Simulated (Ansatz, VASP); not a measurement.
## Two plane-wave programs on Al

INCAR

```
ALGO = Normal
EDIFF = 1E-6
ENCUT = 520
GGA = PE
ISIF = 2
ISMEAR = -1
LASPH = True
LCHARG = True
LELF = True
LREAL = False
LVHAR = True
LWAVE = False
NBANDS = 10
NELM = 60
PREC = Accurate
SIGMA = 0.05
```

KPOINTS

```
k-points
0
Gamma
  7 7 10
```

Contents of POSCAR:

```
Al
1.0
    4.4916000000      0.0000000000      0.0000000000
   -2.2458000000      3.8898400000      0.0000000000
    0.0000000000      0.0000000000      2.7226000000
Al
2
Direct
    0.3333300000      0.6666700000      0.0000000000
    0.6666700000      0.3333300000      0.0000000000
```

Contents of input.yaml:

```yaml
crystal:
  lattice:
    - [4.4916, 0.0, 0.0]
    - [-2.2458, 3.88984, 0.0]
    - [0.0, 0.0, 2.7226]
  atoms:
    - { symbol: Al, position: [0.33333, 0.66667, 0.0] }
    - { symbol: Al, position: [0.66667, 0.33333, 0.0] }
hamiltonian:
  xc: pbe
  pseudopotentials: { kind: paw }
kpoints:
  mp_grid: { grid: [7, 7, 10] }
scf:
  occupations: { method: fermi_dirac, width: 0.05 }
output:
  forces: true
  stress: true
  eigenvalues: true
```

The cell was built by a generator and needn't be a form met in nature.

Alike in both runs: task single point; functional PBE; k mesh 7 × 7 × 10; occupations fermi-dirac, width 0.05 eV; no spin polarisation.

|  | VASP | Ansatz |
| --- | --- | --- |
| version | VASP 6.6.1 | Ansatz 0.2.0 |
| potentials or method | VASP PAW PBE potentials, release 64 (Al) | Ansatz PAW |
| plane-wave cutoff (eV) | 520 | 420 |
| valence electrons in the cell | 6 | 6 |

Ansatz gave:

```
gap on the k mesh at the Fermi level (eV)       : none
pressure (GPa)                                  : 1.7
largest component of the traceless stress (GPa) : 0.72
```

Q: Estimate VASP's values.

A: gap on the k mesh at the Fermi level (eV): none; pressure (GPa): 1.6; largest component of the traceless stress (GPa): 0.70.

A gap of «none» marks a metal or a gap that the smearing closes.
